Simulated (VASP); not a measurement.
Crystal: Au.

```xyz
2
Lattice="1.4113 -2.5559 0.0000 1.4113 2.5559 0.0000 0.0000 0.0000 4.8932" Properties=species:S:1:pos:R:3 pbc="T T T"
Au    1.4113   -0.8451    1.2233
Au    1.4113    0.8451    3.6699
```

This isn't the form of Au at room conditions, which is fcc.

Base run:

```yaml
Program: VASP 6.6.1
Functional: PBE
Potentials_or_basis: VASP PAW PBE potentials, release 64 (Au)
Cutoff: 520 eV
k_mesh: 8 × 8 × 4
Occupations: gaussian, width 0.1 eV
Spin: no spin polarisation
```

Its results: band gap on the k mesh none (metal or under the smearing width); pressure 3.4 GPa.

**Question.** The run is repeated on the same cell with these changes: k mesh from 8 × 8 × 4 to 16 × 16 × 10; further incar settings from ALGO = Normal; EDIFF = 1e-06; NBANDS = 18 to ALGO = Fast; EDIFF = 1e-07; NBANDS = 18. What comes out?

**Answer.** Band gap on the k mesh none (metal or under the smearing width); pressure 2.9 GPa.
